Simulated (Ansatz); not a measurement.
LiF in the rocksalt structure, relaxed with r2SCAN. The symmetry is Fm-3m (No. 225, cubic); conventional cell a = 3.990 Å, 7.94 Å³ an atom. Li is surrounded by 6 F at 1.99 Å; F is surrounded by 6 Li at 1.99 Å.

```cif
data_structure
_symmetry_space_group_name_H-M 'Fm-3m'
_symmetry_Int_Tables_number 225
_cell_length_a 3.9897
_cell_length_b 3.9897
_cell_length_c 3.9897
_cell_angle_alpha 90.000
_cell_angle_beta 90.000
_cell_angle_gamma 90.000
_cell_volume 63.51
loop_
_atom_site_label
_atom_site_type_symbol
_atom_site_symmetry_multiplicity
_atom_site_Wyckoff_symbol
_atom_site_fract_x
_atom_site_fract_y
_atom_site_fract_z
_atom_site_occupancy
Li1 Li 4 a 0.00000 0.00000 0.00000 1
F1 F 4 b 0.50000 0.00000 0.00000 1
```

3 runs of Ansatz 0.2.0 on this cell differ in the functional (and in the settings that go with it). Levels are in eV from each run's valence top; v1 is the last filled band, c1 the first empty one.

Run A, mean stress 0.0 GPa (compression positive):

| point | v4 | v3 | v2 | v1 | c1 | c2 |
| --- | --- | --- | --- | --- | --- | --- |
| Γ | -21.19 | 0.00 | 0.00 | 0.00 | 10.33 | 25.92 |
| X | -20.47 | -3.11 | -1.04 | -1.04 | 16.31 | 17.69 |
| U | -20.51 | -2.59 | -1.62 | -0.77 | 15.85 | 16.37 |

Run B, mean stress +1.2 GPa (compression positive):

| point | v4 | v3 | v2 | v1 | c1 | c2 |
| --- | --- | --- | --- | --- | --- | --- |
| Γ | -21.65 | 0.00 | 0.00 | 0.00 | 11.67 | 27.10 |
| X | -20.89 | -3.25 | -1.10 | -1.10 | 17.71 | 18.92 |
| U | -20.93 | -2.70 | -1.70 | -0.81 | 17.14 | 17.74 |

Run C, mean stress +1.1 GPa (compression positive):

| point | v4 | v3 | v2 | v1 | c1 | c2 |
| --- | --- | --- | --- | --- | --- | --- |
| Γ | -21.66 | 0.00 | 0.00 | 0.00 | 12.43 | 27.90 |
| X | -20.89 | -3.27 | -1.10 | -1.10 | 18.49 | 19.68 |
| U | -20.94 | -2.72 | -1.71 | -0.81 | 17.92 | 18.52 |

Task: Match the runs to r2SCAN, HSE06, PBE0.

Result: A is r2SCAN, B is HSE06, C is PBE0. In order of the gap: r2SCAN 10.33, HSE06 11.67, PBE0 12.43 eV. The stress vanishes for r2SCAN, which relaxed the cell.

(Simulation; spin polarisation is off.)

The stress of a hybrid is loosely converged in these runs.

The meshes of the hybrids are coarse, so their gaps aren't converged to the digits shown.
